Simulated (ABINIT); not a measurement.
A run of ABINIT 10.8.3 (patched build):

The input run.abi:

```
# Datasets: one volume each
ndtset 7
getwfk -1
scalecart1 3*0.9795861087
scalecart2 3*0.9864848297
scalecart3 3*0.9932883884
scalecart4 3*1.0000000000
scalecart5 3*1.0066227096
scalecart6 3*1.0131594038
scalecart7 3*1.0196128224

# Pseudopotentials
pp_dirpath "./"
pseudos "In.GGA_PBE-JTH_sp.xml, P.GGA_PBE-JTH.xml"

# Structure
acell 3*1.0 Angstrom
rprim
     0.0000000000     2.9305000000     2.9305000000
     2.9305000000     0.0000000000     2.9305000000
     2.9305000000     2.9305000000     0.0000000000
ntypat 2
znucl 49 15
natom 2
typat 1 2
xred
     0.0000000000     0.0000000000     0.0000000000
     0.7500000000     0.7500000000     0.7500000000

# Plane-wave basis
ecut 544.227725 eV
pawecutdg 40.0

# k points
kptopt 1
ngkpt 8 8 8
nshiftk 1
shiftk 0.0 0.0 0.0

# Exchange and correlation
ixc -109134

# Bands and occupations
nband 8
occopt 3
tsmear 0.05 eV

# SCF cycle
nstep 100
tolvrs 1.0e-9

# Output
iomode 3
prtwf 1
prtden 0
prteig 0
prtebands 0
```

Potentials or basis: JTH PAW PBE v2.0 sp.

The run is started by

```sh
$ abinit run.abi > log 2>&1
```

Hardware: 1 thread of Arm Neoverse V2 (shared host).

**Question.** Estimate the wall time of this run.

**Answer.** It took 69 s on 1 thread of Arm Neoverse V2, with other jobs on the host, peak memory 0.16 GiB. Counts: scf iterations 58, k points 29, bands 8, plane waves 1384.
